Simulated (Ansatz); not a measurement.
# P: enthalpies of structure types against pressure

All-electron LAPW in Ansatz 0.2.0 under PBE, scalar-relativistic, energies extrapolated to zero smearing. Each structure type was compressed from its own relaxed volume, symmetry kept and shape relaxed on PAW files, and E(V) was fitted to energies and pressures; H = E + pV has no temperature or zero-point term. Only these types were tried: fcc (Fm-3m, 18×18×18 mesh, 14.55 Å³/atom at rest); hcp (P6_3/mmc, 17×17×10 mesh, 14.52 Å³/atom at rest); beta tin (I4_1/amd, 18×18×18 mesh, 15.05 Å³/atom at rest); bcc (Im-3m, 17×17×17 mesh, 14.21 Å³/atom at rest); simple hexagonal (P6/mmm, 18×18×17 mesh, 14.74 Å³/atom at rest); omega (P6/mmm, 9×9×12 mesh, 14.35 Å³/atom at rest). Spin polarisation is left out. Spin–orbit coupling is left out; Fermi–Dirac smearing is 0.05 to 0.1 eV. The element's standard state (black P) isn't among the types. Enthalpies carry a few meV/atom of noise from meshes and fits.

Enthalpies against beta tin:

```tsv
p (GPa)	fcc (meV/atom)	hcp (meV/atom)	beta tin (meV/atom)	bcc (meV/atom)	simple hexagonal (meV/atom)	omega (meV/atom)
0	452	408	0	290	46	292
11	419	372	0	237	28	244
30	372	317	0	164	10	176
57	331	264	0	100	-10	113
110	275	185	0	29	-41	39
190	164	39	0	-65	-81	-55
290	-38	-199	0	-209	-128	-193
360	-206	-390	0	-326	-162	-300
```

Question: What sequence of phases does this give?

Answer: Among the types tried, beta tin is lowest at zero pressure; simple hexagonal takes over from beta tin near 43 GPa, with a volume step of -1.0 %; bcc takes over from simple hexagonal near 210 GPa, with a volume step of -1.8 %; hcp takes over from bcc near 300 GPa, with a volume step of -2.4 %.
